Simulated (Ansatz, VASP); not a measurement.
**One calculation of Si, two programs**

```
Si
1.0
     0.00000    2.70113    2.70113
     2.70113    0.00000    2.70113
     2.70113    2.70113    0.00000
Si
2
Direct
  0.75000 0.75000 0.75000
  0.50000 0.50000 0.50000
```

Alike in both runs: functional LDA; k mesh 11 × 11 × 11; occupations fermi-dirac, width 0.05 eV; no spin polarisation.

Ansatz relaxed the structure, and its values are those at the end. VASP's run is a single point on that final structure, the one shown.

|  | VASP | Ansatz |
| --- | --- | --- |
| version | VASP 6.6.1 | Ansatz 0.2.0 |
| potentials or method | VASP PAW LDA potentials, release 64 (Si) | PAW with Ansatz's default frozen-core files, scalar-relativistic |
| plane-wave cutoff (eV) | 520 | 420 |
| valence electrons in the cell | 8 | 8 |

|  | VASP | Ansatz | Ansatz less VASP |
| --- | --- | --- | --- |
| pressure (GPa) | 0.0 | 0.0 | -0.04 |
